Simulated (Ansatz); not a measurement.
# HfC: the cost of one run

Program: Ansatz 0.2.0. Level of theory: DFT r²SCAN, scalar-relativistic, plane waves, PAW. These are calculated values, not measurements.

1 further run of the same task is left out (it didn't finish). Runs told in other sessions of the task aren't counted.

## Step 1: The starting structure

Symmetry: P-6m2, No. 187, hexagonal system. Conventional cell: a = 3.228 Å, b = 3.228 Å, c = 2.899 Å, α = 90.00°, β = 90.00°, γ = 120.00°. Hf (site symmetry -6m2) is surrounded by 6 C at 2.36 Å. C (site symmetry -6m2) has 6 Hf at 2.36 Å in its first shell of neighbours.

Coordinates:

```xyz
2
Lattice="3.2283 0.0000 0.0000 -1.6142 2.7958 0.0000 0.0000 0.0000 2.8990" Properties=species:S:1:pos:R:3 pbc="T T T"
Hf    0.0000    0.0000    0.0000
C     1.6142    0.9319    1.4495
```

An earlier run at r²SCAN left this cell at 13.083 Å³/atom and -0.01 GPa (12×12×12 mesh).

The changes: atom 2 (C) moved 0.2 Å along y; strain e5 = -0.02, atoms carried along; all atoms moved at random (σ = 0.15 Å), cell strained at random (1 %).

## Step 2: Atom 2 (C) moved 0.2 Å along y

File input.yaml:

```yaml
crystal:
  lattice:
    - [3.2283481484, 0.0, 0.0]
    - [-1.6141740742, 2.7958315087, 0.0]
    - [0.0, 0.0, 2.8990069144]
  atoms:
    - { symbol: Hf, position: [0.0, 0.0, 0.0] }
    - { symbol: C, position: [0.7024342012, 0.4048684024, 0.5] }
basis:
  ecutwfc: 500
  ecutrho_ratio: 4
kpoints:
  mp_grid: { grid: [12, 12, 12] }
hamiltonian:
  xc: r2scan
scf:
  occupations: { method: gaussian, width: 0.05 }
output:
  forces: true
  stress: true
  eigenvalues: true
  write_density: true
  write_potential: true
  elf: true
  volumetric_format: npy
```

Launch:

```
$ ansatz run input.yaml --threads 2 --pin off --max-ram 2662MiB --backend cpu --events-out ev --progress --plain --runs-dir out
```

**Question.** How long does this run take on 2 threads of Arm Neoverse V2, shared host, and how much memory does it need?

About 19 s, with a peak of 0.53 GiB.
